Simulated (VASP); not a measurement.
The system is SiO2 (Stishovite).

```xyz
6
Lattice="4.1773 0.0000 0.0000 0.0000 4.1773 0.0000 0.0000 0.0000 2.6652" Properties=species:S:1:pos:R:3 pbc="T T T"
Si    0.0000    0.0000    0.0000
Si    2.0886    2.0886    1.3326
O     1.2778    1.2778    0.0000
O     0.8108    3.3665    1.3326
O     2.8995    2.8995    0.0000
O     3.3665    0.8108    1.3326
```

```yaml
Program: VASP 6.6.1
Task: relaxation of cell and atoms
Functional: PBE
Potentials_or_basis: VASP PAW PBE potentials, release 64 (Si, O)
Cutoff: 600 eV
k_mesh: 8 × 8 × 10
Occupations: gaussian, width 0.03 eV
Spin: no spin polarisation
```

At the start: pressure 11.0 GPa; volume 7.75 Å³/atom.

**Question.** Where does the relaxation end?

**Answer.** Over 7 steps the energy falls by 9.1 meV/atom and the volume is 8.04 Å³/atom (+3.7 %); space group P4_2/mnm (No. 136, to 0.05 Å).

Step by step:
| step | energy change (eV) | largest force (eV/Å) | pressure (GPa) | volume (Å³) |
| --- | --- | --- | --- | --- |
| 1 | 0.0000 | 0.0984 | 10.97 | 46.51 |
| 2 | 0.0338 | 0.4649 | -11.92 | 50.17 |
| 3 | -0.0520 | 0.1697 | 0.08 | 48.07 |
| 4 | -0.0520 | 0.1647 | 0.27 | 48.03 |
| 5 | -0.0545 | 0.0198 | 0.14 | 48.16 |
| 6 | -0.0545 | 0.0180 | 0.15 | 48.16 |
| 7 | -0.0549 | 0.0033 | -0.10 | 48.23 |

Final structure:
```
CELL_PARAMETERS angstrom
4.23144 0.00000 0.00000
0.00000 4.23144 0.00000
0.00000 0.00000 2.69338
ATOMIC_POSITIONS crystal
Si 0.00000 0.00000 0.00000
Si 0.50000 0.50000 0.50000
O 0.30674 0.30674 0.00000
O 0.19326 0.80674 0.50000
O 0.69326 0.69326 0.00000
O 0.80674 0.19326 0.50000
```
